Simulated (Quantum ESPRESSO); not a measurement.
# Rh: relaxation of cell and atoms with PBEsol

The system is Rh.

```
CELL_PARAMETERS angstrom
0.00000 1.89785 1.89785
1.89785 0.00000 1.89785
1.89785 1.89785 0.00000
ATOMIC_POSITIONS crystal
Rh 0.00000 0.00000 0.00000
```

```yaml
Program: Quantum ESPRESSO 7.5
Task: relaxation of cell and atoms
Functional: PBEsol
Potentials_or_basis: GBRV 1.5 PBEsol
Cutoff: 707 eV
Density_cutoff: 5633 eV
k_mesh: 12 × 12 × 12
Occupations: fermi-dirac, width 0.05 eV
Spin: no spin polarisation
Target_pressure: 2 GPa
Mixing_beta: 0.5
Most_SCF_iterations: 120
SCF_threshold: 2e-10 Ry
Most_ionic_steps: 40
Forc_conv_thr: 0.0004 Ry/bohr
Etot_conv_thr: 1e-05 Ry
Ion_dynamics: bfgs
Cell_dynamics: bfgs
Press_conv_thr: 0.3 kbar
```

| Item | Value |
| --- | --- |
| Relaxed volume | 13.44 Å³/atom |
| Relaxed cell | a = 2.669 Å, b = 2.669 Å, c = 2.669 Å, α = 60.00°, β = 60.00°, γ = 60.00° |
| Space group after relaxing (to 0.05 Å) | Fm-3m (No. 225) |
| Energy change on relaxing (the enthalpy is what falls) | -0.9 meV/atom |
| Ionic steps | 4 |
| Pressure after relaxing | 2.0 GPa |
| Band gap on the k mesh | none (metal or under the smearing width) |

Step by step:
| step | energy change (eV) | largest force (eV/Å) | pressure (GPa) | volume (Å³) |
| --- | --- | --- | --- | --- |
| 1 | 0.0000 | 0.0000 | -3.09 | 13.67 |
| 2 | 0.0016 | 0.0000 | 4.75 | 13.32 |
| 3 | -0.0009 | 0.0000 | 1.91 | 13.44 |
| 4 | -0.0009 | 0.0000 | 2.00 | 13.44 |

Final structure:
```
Rh
1.0
     0.00000    1.88694    1.88694
     1.88694    0.00000    1.88694
     1.88694    1.88694    0.00000
Rh
1
Direct
  0.00000 0.00000 0.00000
```

Levels at points of the mesh, in eV from the Fermi level:
| k point | band 3 | band 4 | band 5 | band 6 | band 7 | band 8 | band 9 | band 10 | band 11 | band 12 |
| --- | --- | --- | --- | --- | --- | --- | --- | --- | --- | --- |
| (0.00, 0.00, 0.00) | -46.40 | -8.26 | -3.24 | -3.24 | -3.24 | -1.05 | -1.05 | 16.50 | 22.10 | 22.10 |
| (0.00, 0.00, -0.50) | -46.51 | -6.39 | -3.32 | -3.32 | 0.58 | 0.58 | 0.60 | 8.79 | 15.91 | 21.91 |
| (0.00, -0.50, -0.50) | -46.70 | -6.60 | -6.22 | 0.55 | 1.00 | 1.00 | 3.20 | 12.47 | 13.54 | 13.54 |

Wall time 16 s on 2 MPI ranks on Arm Neoverse V2, on a shared host, peak memory 0.16 GiB a rank.
